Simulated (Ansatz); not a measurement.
# MoP: stiffness from strained cells

Aim: the elastic tensor from the stress of slightly strained cells, and the moduli that follow. Runs: cell and atoms relaxed (PAW); reference run (PAW).

Method: DFT PBEsol, frozen-core PAW, scalar-relativistic unless said, in Ansatz 0.2.0.

1 further run of the same task is left out (it didn't finish).

## Step 1: Starting point

The structure is hexagonal, space group P-6m2 (No. 187). The conventional cell has a = 3.223 Å, b = 3.223 Å, c = 3.191 Å, α = 90.00°, β = 90.00°, γ = 120.00°. Around Mo (site symmetry -6m2) lie 6 P at 2.45 Å. P (site symmetry -6m2) is surrounded by 6 Mo at 2.45 Å.

Coordinates:

```
Mo P
1.0
     3.22300    0.00000    0.00000
    -1.61150    2.79120    0.00000
     0.00000    0.00000    3.19100
Mo P
1 1
Cartesian
  0.0000 0.0000 0.0000
  0.0000 1.8608 1.5955
```

Cartesian axes are those of the input's lattice vectors. The structure goes back to a database entry.

## Step 2: Cell and atoms relaxed, PAW

input.yaml

```yaml
crystal:
  lattice:
    - [3.223, 0.0, 0.0]
    - [-1.6115, 2.7911998764, 0.0]
    - [0.0, 0.0, 3.191]
  atoms:
    - { symbol: Mo, position: [0.0, 0.0, 0.0] }
    - { symbol: P, position: [0.333333333333, 0.666666666667, 0.5] }
kpoints:
  mp_grid: { grid: [16, 16, 14] }
scf:
  occupations: { method: fermi_dirac, width: 0.1 }
hamiltonian:
  xc: pbesol
  pseudopotentials: { kind: paw }
relax:
  f_tol: 0.002
  max_steps: 80
  cell: {}
output:
  forces: true
  stress: true
```

Command:

```
$ ansatz run input.yaml --threads 1 --pin off --max-ram 2048MiB --backend cpu --events-out ev --progress --plain --runs-dir out
```

## Step 4: Reference run, PAW

input.yaml

```yaml
crystal:
  lattice:
    - [3.20799864376, 0.0, 0.0]
    - [-1.60399932188, 2.7782083208, 0.0]
    - [0.0, 0.0, 3.17218488138]
  atoms:
    - { symbol: Mo, position: [0.0, 0.0, 0.0] }
    - { symbol: P, position: [0.333333333333, 0.666666666667, 0.5] }
kpoints:
  mp_grid: { grid: [16, 16, 14] }
scf:
  occupations: { method: fermi_dirac, width: 0.1 }
hamiltonian:
  xc: pbesol
  pseudopotentials: { kind: paw }
elastic:
  mode: relaxed_ion
  stencil: four_point
  amplitude: 0.005
```

(Steps that only read results are left out.)

Before running it: what results should come out? Wanted: C11; C12; C13; C33; C44; bulk, shear and Young's modulus; Debye temperature from sound speeds; universal anisotropy index.

As calculated:

| quantity | value |
| --- | --- |
| C11 (PAW) | 361 GPa |
| C12 (PAW) | 134 GPa |
| C13 (PAW) | 168 GPa |
| C33 (PAW) | 513 GPa |
| C44 (PAW) | 184 GPa |
| bulk, shear and Young's modulus | 237, 144, 358 GPa |
| Debye temperature from sound speeds | 596 K |
| universal anisotropy index | 0.32 |

In words: All eigenvalues are positive, so the crystal is mechanically stable; by PAW K = 237 and G = 144 GPa, K/G = 1.65, on the brittle side of Pugh's rough line at 1.75, which was drawn for metals. Young's modulus runs from 286 to 430 GPa with direction. Cautions: frozen-core PAW files fitted under PBE, their cores solved anew for the functional of the run; responses of metals move with mesh and smearing.
